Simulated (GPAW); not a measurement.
Set up this calculation in GPAW 26.7.0, as an ASE script.

```
Task                : equation of state
Functional          : PW91
Potentials or basis : PAW data sets generated in the run's folder for this functional
Cutoff              : 600 eV
Basis               : pw
k mesh              : 11 × 11 × 11
Occupations         : fermi-dirac, width 0.05 eV
Spin                : no spin polarisation
Maxiter             : 150
Eos scales          : [0.94, 0.96, 0.98, 1.0, 1.02, 1.04, 1.06]
```

The structure of Ag lies in Ag.cif:

```cif
data_Ag
_cell_length_a 4.08550000
_cell_length_b 4.08550000
_cell_length_c 4.08550000
_cell_angle_alpha 90.00000000
_cell_angle_beta 90.00000000
_cell_angle_gamma 90.00000000
_space_group_name_H-M_alt 'Fm-3m'
_space_group_name_Hall '-F 4 2 3'
_space_group_IT_number 225
loop_
_space_group_symop_operation_xyz
'x,y,z'
'-x,-y,-z'
'-y,x,z'
'y,-x,-z'
'-x,-y,z'
'x,y,-z'
'y,-x,z'
'-y,x,-z'
'x,-y,-z'
'-x,y,z'
'-y,-x,-z'
'y,x,z'
'-x,y,-z'
'x,-y,z'
'y,x,-z'
'-y,-x,z'
'z,x,y'
'-z,-x,-y'
'z,-y,x'
'-z,y,-x'
'z,-x,-y'
'-z,x,y'
'z,y,-x'
'-z,-y,x'
'-z,x,-y'
'z,-x,y'
'-z,-y,-x'
'z,y,x'
'-z,-x,y'
'z,x,-y'
'-z,y,x'
'z,-y,-x'
'y,z,x'
'-y,-z,-x'
'x,z,-y'
'-x,-z,y'
'-y,z,-x'
'y,-z,x'
'-x,z,y'
'x,-z,-y'
'-y,-z,x'
'y,z,-x'
'-x,-z,-y'
'x,z,y'
'y,-z,-x'
'-y,z,x'
'x,-z,y'
'-x,z,-y'
'x,y+1/2,z+1/2'
'-x,-y+1/2,-z+1/2'
'-y,x+1/2,z+1/2'
'y,-x+1/2,-z+1/2'
'-x,-y+1/2,z+1/2'
'x,y+1/2,-z+1/2'
'y,-x+1/2,z+1/2'
'-y,x+1/2,-z+1/2'
'x,-y+1/2,-z+1/2'
'-x,y+1/2,z+1/2'
'-y,-x+1/2,-z+1/2'
'y,x+1/2,z+1/2'
'-x,y+1/2,-z+1/2'
'x,-y+1/2,z+1/2'
'y,x+1/2,-z+1/2'
'-y,-x+1/2,z+1/2'
'z,x+1/2,y+1/2'
'-z,-x+1/2,-y+1/2'
'z,-y+1/2,x+1/2'
'-z,y+1/2,-x+1/2'
'z,-x+1/2,-y+1/2'
'-z,x+1/2,y+1/2'
'z,y+1/2,-x+1/2'
'-z,-y+1/2,x+1/2'
'-z,x+1/2,-y+1/2'
'z,-x+1/2,y+1/2'
'-z,-y+1/2,-x+1/2'
'z,y+1/2,x+1/2'
'-z,-x+1/2,y+1/2'
'z,x+1/2,-y+1/2'
'-z,y+1/2,x+1/2'
'z,-y+1/2,-x+1/2'
'y,z+1/2,x+1/2'
'-y,-z+1/2,-x+1/2'
'x,z+1/2,-y+1/2'
'-x,-z+1/2,y+1/2'
'-y,z+1/2,-x+1/2'
'y,-z+1/2,x+1/2'
'-x,z+1/2,y+1/2'
'x,-z+1/2,-y+1/2'
'-y,-z+1/2,x+1/2'
'y,z+1/2,-x+1/2'
'-x,-z+1/2,-y+1/2'
'x,z+1/2,y+1/2'
'y,-z+1/2,-x+1/2'
'-y,z+1/2,x+1/2'
'x,-z+1/2,y+1/2'
'-x,z+1/2,-y+1/2'
'x+1/2,y,z+1/2'
'-x+1/2,-y,-z+1/2'
'-y+1/2,x,z+1/2'
'y+1/2,-x,-z+1/2'
'-x+1/2,-y,z+1/2'
'x+1/2,y,-z+1/2'
'y+1/2,-x,z+1/2'
'-y+1/2,x,-z+1/2'
'x+1/2,-y,-z+1/2'
'-x+1/2,y,z+1/2'
'-y+1/2,-x,-z+1/2'
'y+1/2,x,z+1/2'
'-x+1/2,y,-z+1/2'
'x+1/2,-y,z+1/2'
'y+1/2,x,-z+1/2'
'-y+1/2,-x,z+1/2'
'z+1/2,x,y+1/2'
'-z+1/2,-x,-y+1/2'
'z+1/2,-y,x+1/2'
'-z+1/2,y,-x+1/2'
'z+1/2,-x,-y+1/2'
'-z+1/2,x,y+1/2'
'z+1/2,y,-x+1/2'
'-z+1/2,-y,x+1/2'
'-z+1/2,x,-y+1/2'
'z+1/2,-x,y+1/2'
'-z+1/2,-y,-x+1/2'
'z+1/2,y,x+1/2'
'-z+1/2,-x,y+1/2'
'z+1/2,x,-y+1/2'
'-z+1/2,y,x+1/2'
'z+1/2,-y,-x+1/2'
'y+1/2,z,x+1/2'
'-y+1/2,-z,-x+1/2'
'x+1/2,z,-y+1/2'
'-x+1/2,-z,y+1/2'
'-y+1/2,z,-x+1/2'
'y+1/2,-z,x+1/2'
'-x+1/2,z,y+1/2'
'x+1/2,-z,-y+1/2'
'-y+1/2,-z,x+1/2'
'y+1/2,z,-x+1/2'
'-x+1/2,-z,-y+1/2'
'x+1/2,z,y+1/2'
'y+1/2,-z,-x+1/2'
'-y+1/2,z,x+1/2'
'x+1/2,-z,y+1/2'
'-x+1/2,z,-y+1/2'
'x+1/2,y+1/2,z'
'-x+1/2,-y+1/2,-z'
'-y+1/2,x+1/2,z'
'y+1/2,-x+1/2,-z'
'-x+1/2,-y+1/2,z'
'x+1/2,y+1/2,-z'
'y+1/2,-x+1/2,z'
'-y+1/2,x+1/2,-z'
'x+1/2,-y+1/2,-z'
'-x+1/2,y+1/2,z'
'-y+1/2,-x+1/2,-z'
'y+1/2,x+1/2,z'
'-x+1/2,y+1/2,-z'
'x+1/2,-y+1/2,z'
'y+1/2,x+1/2,-z'
'-y+1/2,-x+1/2,z'
'z+1/2,x+1/2,y'
'-z+1/2,-x+1/2,-y'
'z+1/2,-y+1/2,x'
'-z+1/2,y+1/2,-x'
'z+1/2,-x+1/2,-y'
'-z+1/2,x+1/2,y'
'z+1/2,y+1/2,-x'
'-z+1/2,-y+1/2,x'
'-z+1/2,x+1/2,-y'
'z+1/2,-x+1/2,y'
'-z+1/2,-y+1/2,-x'
'z+1/2,y+1/2,x'
'-z+1/2,-x+1/2,y'
'z+1/2,x+1/2,-y'
'-z+1/2,y+1/2,x'
'z+1/2,-y+1/2,-x'
'y+1/2,z+1/2,x'
'-y+1/2,-z+1/2,-x'
'x+1/2,z+1/2,-y'
'-x+1/2,-z+1/2,y'
'-y+1/2,z+1/2,-x'
'y+1/2,-z+1/2,x'
'-x+1/2,z+1/2,y'
'x+1/2,-z+1/2,-y'
'-y+1/2,-z+1/2,x'
'y+1/2,z+1/2,-x'
'-x+1/2,-z+1/2,-y'
'x+1/2,z+1/2,y'
'y+1/2,-z+1/2,-x'
'-y+1/2,z+1/2,x'
'x+1/2,-z+1/2,y'
'-x+1/2,z+1/2,-y'
loop_
_atom_site_label
_atom_site_type_symbol
_atom_site_symmetry_multiplicity
_atom_site_Wyckoff_symbol
_atom_site_fract_x
_atom_site_fract_y
_atom_site_fract_z
_atom_site_occupancy
Ag1 Ag 4 a 0.0000000000 0.0000000000 0.0000000000 1
```

These files were run (other wordings do the same):

run.py

```python
import spglib
from ase import Atoms
from ase.eos import EquationOfState
from ase.io import Trajectory, read
from ase.units import GPa
from gpaw import GPAW, PW, setup_paths

setup_paths.insert(0, '.')

atoms = read('Ag.cif')
cell, positions, numbers = spglib.find_primitive(
    (atoms.cell[:], atoms.get_scaled_positions(), atoms.numbers), symprec=1e-4)
atoms = Atoms(numbers, cell=cell, scaled_positions=positions, pbc=True)

traj = Trajectory('eos.traj', 'w')
volumes, energies = [], []
for x in [0.94, 0.96, 0.98, 1.0, 1.02, 1.04, 1.06]:
    a = atoms.copy()
    a.set_cell(atoms.cell * x**(1 / 3), scale_atoms=True)
    calc = GPAW(mode=PW(600),
                xc='GGA_X_PW91+GGA_C_PW91',
                kpts={'size': (11, 11, 11), 'gamma': True},
                occupations={'name': 'fermi-dirac', 'width': 0.05},
                nbands=18,
                convergence={'density': 1e-05, 'energy': 1e-05},
                maxiter=150,
                txt=f'eos-{x:.2f}.txt')
    a.calc = calc
    energies.append(a.get_potential_energy(force_consistent=True))
    volumes.append(a.get_volume())
    p = -a.get_stress()[:3].mean() / GPa
    calc.write(f'eos-{x:.2f}.gpw')
    traj.write(a)
    print(f'{x:.2f} {volumes[-1]:10.4f} A^3 {energies[-1]:14.6f} eV {p:9.3f} GPa', flush=True)

v0, e0, B = EquationOfState(volumes, energies, eos='birchmurnaghan').fit()
print(f'V0 = {v0:.4f} A^3, E0 = {e0:.6f} eV, B0 = {B / GPa:.2f} GPa')
```

Potentials or basis: PAW data sets generated in the run's folder for this functional, pw.

Command:

```console
$ gpaw-setup -f GGA_X_PW91+GGA_C_PW91 Ag
$ OMP_NUM_THREADS=1 python run.py
```

Results of the run:

```json
{
  "Equilibrium volume": "17.75 Å³/atom",
  "Bulk modulus": "90 GPa",
  "Pressure derivative of the bulk modulus": "6.6 (rough: it moves with the points fitted)"
}
```

It took 76 s on 1 thread of Arm Neoverse V2 (shared host), peak memory 0.22 GiB.
